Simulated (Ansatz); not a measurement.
The reference is ZrO₂ in the fluorite structure (space group Fm-3m, No. 225; a = 5.089 Å). Axes: x, y, z lie along the cube axes.

All numbers come from r2SCAN, PAW, 500 eV (Ansatz, a program for electronic structure; scalar-relativistic without spin-orbit coupling), earlier PAW set.

Base values:

| Item | Result |
|---|---|
| Valley order | Γ 3.89 eV; a point along ⟨110⟩, about 0.8 Å⁻¹ from Γ 4.29 eV; X along ⟨100⟩ 4.29 eV; L along ⟨111⟩ 4.49 eV |

One thing is altered: uniaxial strain ε_yy = −0.92 %, all other strain components held at zero, atoms relaxed at fixed cell.

Task: What does the calculation give for the valley order and hole mass after the change?

Result: The valley order (the lowest conduction-band minima on the path, energy above the VBM, named in the base's zone) becomes Γ 3.80 eV; a point along [101], about 0.9 Å⁻¹ from Γ 4.20 eV; X along [001] 4.24 eV; X along [010] 4.26 eV (base: Γ 3.89 eV; a point along ⟨110⟩, about 0.8 Å⁻¹ from Γ 4.29 eV; X along ⟨100⟩ 4.29 eV; L along ⟨111⟩ 4.49 eV); the hole mass amounts to 0.28 mₑ along k, 2.9 mₑ across (at X).

The levels and masses belong to the bands next to the band gap. Masses are band curvatures over ±0.01 Å⁻¹ around the edge. Along k means along the line from Γ to the band edge. Stability against distortions was not tested. This is not the structure that ZrO2 has at room temperature and ambient pressure.
